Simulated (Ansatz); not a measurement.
## AlN in Ansatz: the effect of functional

AlN:

```
Al N
1.0
     3.35570    0.00000    0.00000
    -1.67785    2.90612    0.00000
     0.00000    0.00000    4.24267
Al N
2 2
Direct
  0.66667 0.33333 0.25000
  0.33333 0.66667 0.75000
  0.66667 0.33333 0.75000
  0.33333 0.66667 0.25000
```

Measurements of this composition are mostly on another form, of space group No. 186.

The cell isn't the ideal one: volume scaled by 1.04.

Alike in all runs:

| Property | Result |
| --- | --- |
| Program | Ansatz 0.2.0 |
| Task | single point |
| Potentials or basis | Ansatz PAW |
| k mesh | 9 × 9 × 7 |
| Occupations | fermi-dirac, width 0.05 eV |
| Spin | no spin polarisation |

| functional | cutoff | gap on the mesh (eV) | pressure (GPa) |
| --- | --- | --- | --- |
| r2SCAN | 500 eV (not typed: the program's choice for these potentials) | ? | ? |
| LDA | 420 eV (not typed: the program's choice for these potentials) | 2.98 | -15.6 |
| PBEsol | 420 eV (not typed: the program's choice for these potentials) | 2.88 | -10.8 |

What does the run with functional r2SCAN give?

gap on the mesh 3.52 eV; pressure -12.6 GPa.

Caveats: odd divisions of the mesh miss points on the zone boundary, where band edges often lie, so the gap on the mesh can be too wide; the PAW data sets come from PBE, with cores solved anew for the run's functional, which leaves a small shift of forces and pressure.

A k mesh can miss the band edges.

Runs at the PBE level aren't shown here.
